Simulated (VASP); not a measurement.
# Mg (P6/mmm) in VASP: further runs

Runs on Mg. Level: r2SCAN. Tasks: single point.

Everything below comes from runs of VASP 6.6.1. Logs are shortened: lines on timing, memory, paths and dates and some standing lists are left out, and cuts for length are marked.

## Step 1: The structure

It takes space group P6/mmm (No. 191, hexagonal). The conventional cell has a = 3.050 Å, b = 3.050 Å, c = 3.045 Å, α = 90.00°, β = 90.00°, γ = 120.00°. Around Mg (site symmetry 6/mmm) lie 8 Mg at 3.04 to 3.05 Å.

This isn't the form of Mg at room conditions, which is hcp.

## Step 2: Single point, r2SCAN

Input file INCAR:

```
ADDGRID = False
ALGO = Normal
EDIFF = 1E-6
ENCUT = 500
ISIF = 2
ISMEAR = 1
LASPH = True
LCHARG = False
LMIXTAU = True
LREAL = False
LWAVE = False
METAGGA = R2SCAN
NELM = 100
PREC = Accurate
SIGMA = 0.2
```

Input file KPOINTS:

```
k-points
0
Gamma
  9 9 8
```

Input file POSCAR:

```
Mg
1.0
    3.0502998005      0.0000000000      0.0000000000
   -1.5251499003      2.6416371164      0.0000000000
    0.0000000000      0.0000000000      3.0448375700
Mg
1
Direct
    0.0000000000      0.0000000000      0.0000000000
```

Potentials or basis: VASP PAW PBE potentials, release 64 (Mg).

The run is started by

```console
$ cat potpaw_PBE.64/Mg/POTCAR > POTCAR
$ mpirun -np 1 vasp_std > vasp.out
```

OUTCAR:

```text
EDIFF = 1E-6
   ENCUT = 500
   ISIF = 2
   ISMEAR = 1
   LASPH = True
   LREAL = False
   METAGGA = R2SCAN
   NELM = 100
   PREC = Accurate

 Found     60 irreducible k-points:

 Following reciprocal coordinates:
            Coordinates               Weight
  0.000000  0.000000  0.000000      1.000000
  0.111111  0.000000  0.000000      6.000000
  0.222222  0.000000  0.000000      6.000000
  0.333333  0.000000  0.000000      6.000000
  0.444444  0.000000  0.000000      6.000000
  0.111111  0.111111  0.000000      6.000000
   k-points           NKPTS =     60   k-points in BZ     NKDIM =     60   number of bands    NBANDS=      5
   number of dos      NEDOS =    301   number of ions     NIONS =      1
   total plane-waves  NPLWV =  13824
   dimension x,y,z NGX =    24 NGY =   24 NGZ =   24
   dimension x,y,z NGXF=    48 NGYF=   48 NGZF=   48
   ions per type =               1
   NGX,Y,Z   is equivalent  to a cutoff of  13.08, 13.08, 13.10 a.u.
   NGXF,Y,Z  is equivalent  to a cutoff of  26.16, 26.16, 26.21 a.u.
 SYSTEM =  unknown system
   PREC   = accura    normal or accurate (medium, high low for compatibility)
   ISTART =      0    job   : 0-new  1-cont  2-samecut
   ICHARG =      2    charge: 1-file 2-atom 10-const
   ISPIN  =      1    spin polarized calculation?
   LNONCOLLINEAR =      F non collinear calculations
   LSORBIT =      F    spin-orbit coupling
   LASPH  =      T    aspherical Exc in radial PAW
   ENCUT  =  500.0 eV  36.75 Ry    6.06 a.u.   5.56  5.56  5.55*2*pi/ulx,y,z
   NELM   =    100;   NELMIN=  2; NELMDL= -5     # of ELM steps
   EDIFF  = 0.1E-05   stopping-criterion for ELM
   LREAL  =      F    real-space projection
   EDIFFG = 0.1E-04   stopping-criterion for IOM
   NSW    =      0    number of steps for IOM
   IBRION =     -1    ionic relax: 0-MD 1-quasi-New 2-CG
   NFREE  =      0    steps in history (QN), initial steepest desc. (CG)
   ISIF   =      2    stress and relaxation
   ISYM   =      2    0-nonsym 1-usesym 2-fastsym
   POTIM  = 0.5000    time-step for ionic-motion
   TEBEG  =    0.0;   TEEND  =   0.0 temperature during run
   PSTRESS=    0.0 pullay stress
   NELECT =       2.0000    total number of electrons
   NUPDOWN=      -1.0000    fix difference up-down
   EMIN   =  10.00;   EMAX   =-10.00  energy-range for DOS
   EFERMI =   0.00;   METHOD = LEGACY
   ISMEAR =     1;   SIGMA  =   0.20  broadening in eV -4-tet -1-fermi 0-gaus
   EFERMI_NEDOS =   21; number of points for ismear=-14 and -15
   IALGO  =     38    algorithm
   IMIX   =      4    mixing-type and parameters
     AMIX     =   0.40;   BMIX     =  1.00
     AMIX_MAG =   1.60;   BMIX_MAG =  1.00
  volume/ion in A,a.u.               =      24.53       165.57
  Fermi-wavevector in a.u.,A,eV,Ry     =   0.709836  1.341396  6.855535  0.503868
  Thomas-Fermi vector in A             =   1.796524
   LORBIT       =      0    0 simple, 1 ext, 2 COOP (PROOUT), +10 PAW based schemes
   METAGGA = R2SCAN    functional components
   LHFCALC =     F    Hartree Fock is set to
   AEXX    =    0.0000 exact exchange contribution
   IVDW    =     0    specifies the selected vdW correction
   LEPSILON=     F    determine dielectric tensor
   LRPA    =     F    only Hartree local field effects (RPA)
 non-spin polarized calculation
 Methfessel and Paxton  Order N= 1 SIGMA  =   0.20
  energy-cutoff  :      500.00
  volume of cell :       24.53
 maximum number of plane-waves:       641
 NGX is ok and might be reduce to    24

 number of electron       2.0000000 magnetization

 Free energy of the ion-electron system (eV)
  ---------------------------------------------------
  ext. energy  EPLUGINS =         0.00000000
  ---------------------------------------------------
  free energy    TOTEN  =        -3.87220751 eV

  energy without entropy =       -3.87151347  energy(sigma->0) =       -3.87197616

 E-fermi :   2.4225     XC(G=0):  -8.8363

 val. band max:        2.4135982937   @ k =   0.4444   0.0000   0.1250
 cond. band min:       2.4242130895   @ k =   0.4444   0.1111   0.2500
 fundamental gap:      0.0106147958
 Fermi energy:         2.4225307600

 k-point     1 :       0.0000    0.0000    0.0000
  band No.  band energies     occupation
      1      -4.8395      2.00000
      2      10.8257      0.00000
      3      11.7476      0.00000
      4      15.7130      0.00000
      5      15.7130      0.00000

 k-point     2 :       0.1111    0.0000    0.0000
  band No.  band energies     occupation
      1      -4.5540      2.00000
      2      10.7122      0.00000
      3      11.9855      0.00000
      4      12.7170      0.00000
      5      14.3855      0.00000

 k-point     3 :       0.2222    0.0000    0.0000
  band No.  band energies     occupation
      1      -3.7025      2.00000
      2       8.3347      0.00000
      3      11.5006      0.00000
      4      12.7000      0.00000
      5      13.0148      0.00000

 k-point     4 :       0.3333    0.0000    0.0000
  band No.  band energies     occupation
      1      -2.3004      2.00000
      2       5.0465     -0.00000
      3      11.3533      0.00000
      4      12.0863      0.00000
      5      13.8899      0.00000

 k-point     5 :       0.4444    0.0000    0.0000
  band No.  band energies     occupation
      1      -0.3895      2.00000
      2       2.1574      2.06818
      3      11.1722      0.00000
      4      11.6209      0.00000
      5      15.5067      0.00000

 k-point     6 :       0.1111    0.1111    0.0000
  band No.  band energies     occupation
      1      -3.9855      2.00000
      2      10.0412      0.00000
      3      10.2250      0.00000
      4      12.4619      0.00000
      5      13.4070      0.00000

 [... further k-points ...]
[... 5 lines left out ...]
  --------------------------------------------------------------------------------------
  -------------------------------------------------------------------------------------
  Total        0.1529299      0.1529299     -0.1432482     -0.0000000      0.0000000      0.0000000
  in kB        9.9867290      9.9867290     -9.3544846     -0.0000000      0.0000000      0.0000000
  external PRESSURE =       3.5396578 kB  Pullay stress =       0.0000000 kB

 VOLUME and BASIS-vectors are now :
 -----------------------------------------------------------------------------
  energy-cutoff  :      500.00
  volume of cell :       24.53
      direct lattice vectors                 reciprocal lattice vectors
     3.050299800  0.000000000  0.000000000     0.327836628  0.189276565  0.000000000
    -1.525149900  2.641637116  0.000000000     0.000000000  0.378553130  0.000000000
     0.000000000  0.000000000  3.044837570     0.000000000  0.000000000  0.328424744

 POSITION                                       TOTAL-FORCE (eV/Angst)
 -----------------------------------------------------------------------------------
      0.00000      0.00000      0.00000        -0.000000      0.000000      0.000000
 -----------------------------------------------------------------------------------
    total drift:                                0.000000      0.000000      0.000000

  FREE ENERGIE OF THE ION-ELECTRON SYSTEM (eV)
  ---------------------------------------------------
  free  energy   TOTEN  =        -3.8722075071 eV

  energy  without entropy=       -3.8715134679  energy(sigma->0) =       -3.87197616
```

It took 13 s on 1 thread of Intel Xeon 6975P-C (Granite Rapids), shared host; peak memory 0.14 GiB.

The run converged, but some of its settings lie outside the range that counts as converged, so its numbers aren't taken as properties of the crystal.

Results:

| Quantity | Value |
| --- | --- |
| Free energy | -3.8722 eV |
| Pressure | 0.4 GPa |
| Band gap on the k mesh | none (metal or under the smearing width) |

Caveat: the PAW data sets were made with another functional, which shifts forces and pressure a little.

## Step 3: Single point, r2SCAN

This run uses another cell than the first one, of the same volume but with other edges.

INCAR is that of step 2.

KPOINTS is that of step 2.

Input file POSCAR:

```
Mg
1.0
    3.1430880000     -0.0084060000     -0.0278050000
   -1.5788240000      2.6046760000      0.0276970000
   -0.0277550000      0.0158990000      3.0020770000
Mg
1
Direct
   -0.0144770000      0.0117080000      0.0082640000
```

Potentials or basis: VASP PAW PBE potentials, release 64 (Mg).

The run is started by

```console
$ cat potpaw_PBE.64/Mg/POTCAR > POTCAR
$ mpirun -np 1 vasp_std > vasp.out
```

Run time: 56 s. Hardware: 1 thread of Intel Xeon 6975P-C (Granite Rapids), shared host; peak memory 0.17 GiB.

The run converged, but some of its settings lie outside the range that counts as converged, so its numbers aren't taken as properties of the crystal.

What came out:

```yaml
Free_energy: -3.8707 eV
Pressure: 0.2 GPa
Band_gap_on_the_k_mesh: none (metal or under the smearing width)
```

Caveat: the PAW data sets were made with another functional, which shifts forces and pressure a little.

## Step 4: Single point, r2SCAN

INCAR, as its differences from that of step 3:

```diff
@@ -3,3 +3,3 @@
 EDIFF = 1E-6
-ENCUT = 500
+ENCUT = 200
 ISIF = 2
```

Input file KPOINTS:

```
k-points
0
Gamma
  15 15 13
```

Input file POSCAR:

```
Mg
1.0
    3.0502998005      0.0000000000      0.0000000000
   -1.5251499003      2.6416371164      0.0000000000
    0.0000000000      0.0000000000      3.0448375700
Mg
1
Direct
    0.0000000000      0.0000000000      0.0000000000
```

The run is started by

```console
$ cat potpaw_PBE.64/Mg/POTCAR > POTCAR
$ mpirun -np 1 vasp_std > vasp.out
```

It took 9.1 s on 1 thread of Intel Xeon 6975P-C (Granite Rapids), shared host; peak memory 0.11 GiB.

The run converged, but some of its settings lie outside the range that counts as converged, so its numbers aren't taken as properties of the crystal.

What came out:

```yaml
Free_energy: -3.8686 eV
Band_gap_on_the_k_mesh: none (metal or under the smearing width)
```

Caveat: the cutoff is under 1.25 times the usual one of these potentials, so pressure, stress and relaxed cells hold a basis-set (Pulay) error; the PAW data sets were made with another functional, which shifts forces and pressure a little.
